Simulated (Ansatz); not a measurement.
NaCl, space group Pm-3m, the orbital character of the bands

With Ansatz 0.2.0 through its Python package.

Notebook, run cell by cell (the value of a cell's last expression is shown):

```python
from pathlib import Path

import ansatz
import pandas as pd
```

```python
lattice = ansatz.Lattice.of(
    (2.86, 0.0, 0.0),
    (0.0, 2.86, 0.0),
    (0.0, 0.0, 2.86),
)
sites = [
    ("Na", (0.0, 0.0, 0.0)),
    ("Cl", (0.5, 0.5, 0.5)),
]
cell = ansatz.Crystal(lattice=lattice)
for symbol, position in sites:
    cell = cell.atom(symbol, position)
```

```python
len(cell.resolved().sites)
```

    2

```python
points = {"G": (0.0, 0.0, 0.0), "X": (0.0, 0.5, 0.0), "M": (0.5, 0.5, 0.0), "R": (0.5, 0.5, 0.5)}
base = (
    cell.calculation()
    .functional("lda")
    .basis(510)
    .kpoints(5, 5, 5)
    .occupations(ansatz.OccupationsMethod.FIXED)
    .band_structure(list(points.values()), intervals=1)
    .fat_bands()
)
outcome = base.run(threads=1)
report = outcome.report
```

    

```python
report["n_electrons"]
```

    16.0

```python
file = Path(outcome.write_results("results")) / "fatbands.tsv"
names = file.read_text().splitlines()[0].lstrip("# ").split("\t")
table = pd.read_csv(file, sep="\t", comment="#", names=names)
near = table[table.e_minus_ef.abs() < 4]
for ik, label in enumerate(points):
    print(label)
    for _, row in near[near.ik == ik].iterrows():
        main = row[names[4:]].astype(float).nlargest(2)
        print(f"   band {int(row.band):3d} {row.e_minus_ef:7.3f} eV  " + ", ".join(f"{k} {v:.2f}" for k, v in main.items()))
```

    G
       band   5  -1.117 eV  cl1_l1_3P 0.99, na0_l1_2P 0.01
       band   6  -1.117 eV  cl1_l1_3P 0.99, na0_l1_2P 0.01
       band   7  -1.117 eV  cl1_l1_3P 0.99, na0_l1_2P 0.01
    X
       band   6  -0.634 eV  cl1_l1_3P 0.99, na0_l0_2S 0.00
       band   7  -0.634 eV  cl1_l1_3P 0.99, na0_l0_2S 0.00
    M
       band   7   0.171 eV  cl1_l1_3P 1.00, na0_l0_2S 0.00
    R

What to keep in mind:
- The Fermi level of a run with fixed occupations marks the highest occupied state on its mesh, not mid-gap.
- Energy and stress may still move on a finer k-point mesh.
- The starting cell is as deposited in a crystallographic database; the results hold for this polymorph, which needn't be the stable one.
- Gaps and levels are Kohn-Sham values on a finite set of k-points.
- Energies are less the Fermi level and bands count from 0. Only the largest channels are printed, equivalent atoms hold more, and in degenerate sets the split between sites is arbitrary; shells that the potentials lack have no channel.
- Hardware and time: 0.6 s on 1 thread of AMD EPYC 9R45 96-Core Processor (Zen 5), with other jobs on the host, peak memory 0.38 GiB.

(Lines on the test bed's own set-up are left out of the output.)
